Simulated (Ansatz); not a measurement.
(110) slab cut from the bulk of Sn, Fd-3m (No. 227); the slab's formula is Sn:

```xyz
10
Lattice="4.6256 0.0000 0.0000 0.0000 6.5416 0.0000 0.0000 0.0000 24.2512" Properties=species:S:1:pos:R:3 pbc="T T T"
Sn    2.3128    0.0000    7.5000
Sn    0.0000    1.6354    7.5000
Sn    0.0000    3.2708    9.8128
Sn    2.3128    4.9062    9.8128
Sn    2.3128    0.0000   12.1256
Sn    0.0000    1.6354   12.1256
Sn    0.0000    3.2708   14.4384
Sn    2.3128    4.9062   14.4384
Sn    2.3128    0.0000   16.7512
Sn    0.0000    1.6354   16.7512
```

Theory: DFT PBEsol, scalar-relativistic, plane waves, PAW in Ansatz 0.2.0. Cutoff 420 eV; k points 8×6×1 on the computed 10-atom cell (Γ-centred); Gaussian smearing, width 0.10 eV; no spin polarisation. A dipole correction removes the field between periodic images along c.

Question: What forces act on the atoms?

Answer:
```tsv
atom	Fx (eV/Å)	Fy (eV/Å)	Fz (eV/Å)
Sn1	0.000	0.124	-0.013
Sn2	0.000	-0.124	-0.013
Sn3	0.000	-0.065	-0.020
Sn4	0.000	0.065	-0.020
Sn5	0.000	0.144	0.000
Sn6	0.000	-0.144	0.000
Sn7	0.000	-0.065	0.020
Sn8	0.000	0.065	0.020
Sn9	0.000	0.124	0.013
Sn10	0.000	-0.124	0.013
```

Cost: 1 run of about 2.3 core-minutes, on Arm Neoverse V2 (shared hosts).